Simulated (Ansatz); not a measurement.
input.yaml (Ansatz)

```yaml
crystal:
  lattice:
    - [2.7227520256, 0.0, 0.0]
    - [-1.3613760128, 2.3579724224, 0.0]
    - [0.0, 0.0, 4.3937026448]
  atoms:
    - { symbol: Rh, position: [0.3333333333, 0.6666666667, 0.25], spin: 1.0 }
    - { symbol: Rh, position: [0.6666666667, 0.3333333333, 0.75], spin: 1.0 }
hamiltonian:
  xc: pbe
  pseudopotentials:
    kind: paw
    azcp:
      Rh: "pseudopotentials/Rh.paw.azcp"
basis:
  ecutwfc: 420
  fft_grid_basis: typed
kpoints:
  mp_grid: { grid: [22, 22, 12], shift: [0, 0, 0] }
magnetization:
  spin_polarized: true
scf:
  occupations: { method: fermi_dirac, width: 0.05 }
output:
  write_density: true
  write_potential: true
  elf: true
  volumetric_format: npy
```

Output

```
Engine: ansatz 0.2.0, x86_64-unknown-linux-gnu
Pseudopotentials: kind: paw
Pseudopotential: Rh, paw, valence charge 17, recommended cutoff 420 eV (normal) 
Functional definition: PBE
  parameter kappa = 0.804
  parameter beta = 0.06672455060314922
  exchange = pbe_x(kappa = kappa, mu = beta*pi^2/3)
  correlation = pbe_c(beta = beta)
Crystal: 2 atoms, lattice volume = 28.208 Å³
Basis set: ecut = 420 eV, 549 PW (Γ)
Bands: 22, of which v1, the nominal top of the filled ones, is band 17 counted from 1 (16 counted from 0)
Symmetry: 24 space group operations
Space group: P63/mmc (ITA 194), of the structure as read, at distance tolerance 3.0e-5 Å
Magnetic group: BNS 194.263 (UNI 1493), of the structure as read, at distance tolerance 3.0e-5 Å
k-points: 364 of 5808
Non-local potential: Rh, projectors of the file, l = 0: 3, l = 1: 2, l = 2: 2, l = 3: 1
PAW form: soft (Blöchl's): semilocal exchange-correlation on the pseudo side does not see the compensation charge
PAW one-centre angular grid: Rh, 590 points (default); XC on 64 Gauss nodes
Initial density: superposition of atomic densities (chi_scale 0.1, normalization cell)
Starting moments: Σ|m| = 2 μB on 2 of 2 sites
Initial wavefunctions: pseudopotential atomic-orbital guess
Functional: x = pbe(κ = 0.804, μ = 0.2195149727645171), c = pbe(β = 0.06672455060314922)
SCF iter   1: F=—  HF=-12807.161471 eV  |F-HF|=—  |Δ(HF+E_count)|=         —  Δρ=9.23e-2 (↑9.23e-2 ↓3.43e-2)  dr2=3.02e0  dr2_m=5.51e-1  M=0.358 μB ∫|m|=0.358 μB  β_m=0.30  ethr=3.10e-3  ⟨swp⟩=4.6  Hψ=62411  notcnv=0
Mixer restart at iter 1: flushing history
SCF iter   2: F=—  HF=-12806.217266 eV  |F-HF|=—  |Δ(HF+E_count)|=   9.44e-1  Δρ=6.25e-2 (↑6.25e-2 ↓2.41e-2)  dr2=1.24e0  dr2_m=2.93e-1  M=0.307 μB ∫|m|=0.307 μB  β_m=0.58  ethr=3.10e-3  ⟨swp⟩=2.2  Hψ=26112  notcnv=0
SCF iter   3: F=—  HF=-12805.720241 eV  |F-HF|=—  |Δ(HF+E_count)|=   4.97e-1  Δρ=1.02e-2 (↑9.39e-3 ↓1.02e-2)  dr2=9.30e-3  dr2_m=1.90e-2  M=0.110 μB ∫|m|=0.114 μB  β_m=0.79  ethr=3.10e-3  ⟨swp⟩=2.0  Hψ=25990  notcnv=0
SCF iter   4: F=—  HF=-12805.717132 eV  |F-HF|=—  |Δ(HF+E_count)|=   3.11e-3  Δρ=2.25e-3 (↑2.25e-3 ↓1.22e-3)  dr2=1.97e-3  dr2_m=1.36e-4  M=0.013 μB ∫|m|=0.018 μB  β_m=0.79  ethr=2.74e-5  ⟨swp⟩=2.0  Hψ=37754  notcnv=0
SCF iter   5: F=—  HF=-12805.715912 eV  |F-HF|=—  |Δ(HF+E_count)|=   1.22e-3  Δρ=7.56e-4 (↑2.34e-4 ↓7.56e-4)  dr2=9.57e-5  dr2_m=5.62e-5  M=0.007 μB ∫|m|=0.010 μB  β_m=0.89  ethr=5.78e-6  ⟨swp⟩=2.0  Hψ=25996  notcnv=0
SCF iter   6: F=—  HF=-12805.715912 eV  |F-HF|=—  |Δ(HF+E_count)|=   2.50e-8  Δρ=2.29e-4 (↑2.29e-4 ↓1.45e-4)  dr2=3.24e-5  dr2_m=5.83e-7  M=0.001 μB ∫|m|=0.001 μB  β_m=0.82  ethr=2.82e-7  ⟨swp⟩=2.0  Hψ=26958  notcnv=0
SCF iter   7: F=—  HF=-12805.715900 eV  |F-HF|=—  |Δ(HF+E_count)|=   1.14e-5  Δρ=7.52e-5 (↑7.52e-5 ↓3.47e-5)  dr2=2.88e-6  dr2_m=1.28e-7  M=0.000 μB ∫|m|=0.001 μB  β_m=0.89  ethr=9.54e-8  ⟨swp⟩=2.2  Hψ=24138  notcnv=0
SCF iter   8: F=—  HF=-12805.715899 eV  |F-HF|=—  |Δ(HF+E_count)|=   1.12e-6  Δρ=1.31e-5 (↑1.31e-5 ↓4.07e-6)  dr2=3.74e-8  dr2_m=1.34e-8  M=0.000 μB ∫|m|=0.000 μB  β_m=0.87  ethr=8.46e-9  ⟨swp⟩=2.2  Hψ=24452  notcnv=0
SCF iter   9: F=—  HF=-12805.715899 eV  |F-HF|=—  |Δ(HF+E_count)|=   9.86e-9  Δρ=1.51e-6 (↑1.51e-6 ↓4.67e-7)  dr2=5.99e-10  dr2_m=1.43e-10  M=0.000 μB ∫|m|=0.000 μB  β_m=0.94  ethr=1.10e-10  ⟨swp⟩=2.5  Hψ=28890  notcnv=0
SCF iter  10: F=-12805.715899 eV  HF=-12805.715899 eV  |F-HF|=3.64e-12  |Δ(HF+E_count)|=  8.00e-11  Δρ=1.12e-7 (↑1.12e-7 ↓9.29e-8)  dr2=3.56e-12  dr2_m=2.33e-13  M=0.000 μB ∫|m|=0.000 μB  ethr=1.76e-12  ⟨swp⟩=1.0  Hψ=45126  notcnv=0
SCF 1 converged in 10 iterations: F = -12805.715899 eV  dr2 = 3.56e-12
WARN: the starting moments were not kept: the SCF closed with an absolute magnetisation of 1.0e-6 μB, where they sum to 2 μB in size (2 sites). That is at most 0.1 of that sum. Measured as dr2_m measures the in/out step, that magnetisation stands 2.8e-13 eV from none, at or under the dr2_threshold of 1.0e-7 eV: it is no larger than a step whose dr2_m would equal this threshold. The system may hold no moment; this SCF shows only that its start led to no more than that. To try another start: raise the starting moments (crystal.atoms[].spin, magnetization.per_species, magnetization.initial_magnetization, or on a non-collinear deck that types none of these the spinor_matrix: blocks that start its atoms; where the total moment is fixed, keep their sum and leave initial_magnetization as it is; typed ones take the place of any that the run laid by itself, positive ones on a crystal's lanthanoids without a Hubbard term where scf.initial_density.shell_occupations: [] is typed) or, if the notice of its spin-set hold's release reads "site moments contracting" or "site moments show no strong build", lengthen the hold (scf.mixing.spin_hold: { on: { confirm: 4 } }; for m-r²SCAN on two components see the key's manual first). Each may lead to a state that holds a moment. A second SCF, from the converged charge density, with the starting moments and any scf.initial_density.shell_occupations laid on it anew, would have followed, and was not run: the deck does not ask for one (magnetization.retry_lost_moments is false, the default). To let it run, set magnetization.retry_lost_moments: true and run the deck again, where that key's refused combinations let it; where memory then withholds it, that run's warning says so.
SCF converged after 10 iterations
Magnetization: 0.0000 μB (17.0000 up, 17.0000 down)
Absolute magnetization: 0.0000 μB (∫|ρ↑−ρ↓|, with the PAW one-centre terms)
Spin contamination: 0.0000 ħ² per cell (⟨S²⟩ above its minimum at these occupations)
Per-site moments (μB) at R_I (Å): [(3.989615699387343e-7, 1.114306119730315), (3.9896157020356197e-7, 1.114306119730315)]
Free energy (F): -12805.715899 eV
Harris-Foulkes:  -12805.715899 eV  (|F-HF|=3.64e-12)
Internal energy: -12805.688211 eV  (E = F + TS)
E sigma→0 (E₀):  -12805.702055 eV
Entropy (-TS):   -0.027688 eV (-13.844 meV/atom)
Fermi energy:    21.769560 eV
--- Per-component energies (eV) ---
  E_band       = -191.149629
  E_kinetic    = 1145.616751
  E_local      = -3190.570220  (includes V_loc(G=0)·N_el)
  E_nonlocal   = 709.292709
  E_hartree    = 1121.635136
  E_xc         = -443.417225
  E_vxc        = -556.620167  (∫ρ·V_xc dr)
  E_paw        = -7173.793492  (= ΣΔE_a)
  E_vpaw       = -542.140667  (= ΣTr[D̂ρ^β])
  E_aug_tail   = 0.001735  (compensation charges beyond the density's cutoff)
  E_ewald      = -4974.453605
  E_smearing   = -0.027688  (= −TS)
  E_closure    = 0.000000  (closes the sum)
  Σ components = -12805.715899   (vs F -12805.715899, Δ=0.00e0)
--- Band table (eV; the first three rows and the last of 728) ---
  k-point 0 ↑: bands = ["-57.1118", "-57.0053", "-25.3129", "-24.7091", "-24.7091", "-24.6208", "-24.6091", "-24.6091", "13.8912", "15.7623", "18.7902", "18.8413", "18.8413", "19.3486", "19.3486", "19.9067", "19.9067", "21.8925", "21.8925", "22.5334", "30.1691", "37.4713"]
  k-point 1 ↑: bands = ["-57.1100", "-57.0072", "-25.3015", "-24.7074", "-24.7074", "-24.6330", "-24.6109", "-24.6109", "13.9613", "15.7810", "18.7623", "18.8075", "18.8075", "19.3157", "19.3157", "19.9864", "19.9864", "21.8898", "21.8898", "22.2565", "30.5327", "37.3259"]
  k-point 2 ↑: bands = ["-57.1047", "-57.0125", "-25.2679", "-24.7025", "-24.7025", "-24.6686", "-24.6159", "-24.6159", "14.1671", "15.8319", "18.6854", "18.7367", "18.7367", "19.2257", "19.2257", "20.1916", "20.1916", "21.5626", "21.8735", "21.8735", "31.4862", "37.0470"]
  k-point 363 ↓: bands = ["-56.9870", "-56.9870", "-25.1588", "-25.1588", "-24.9983", "-24.9983", "-24.7409", "-24.7409", "17.0438", "17.0438", "17.6534", "17.6534", "18.7298", "18.7298", "19.9885", "19.9885", "21.9703", "21.9703", "28.8695", "28.8695", "31.3270", "31.3270"]
```
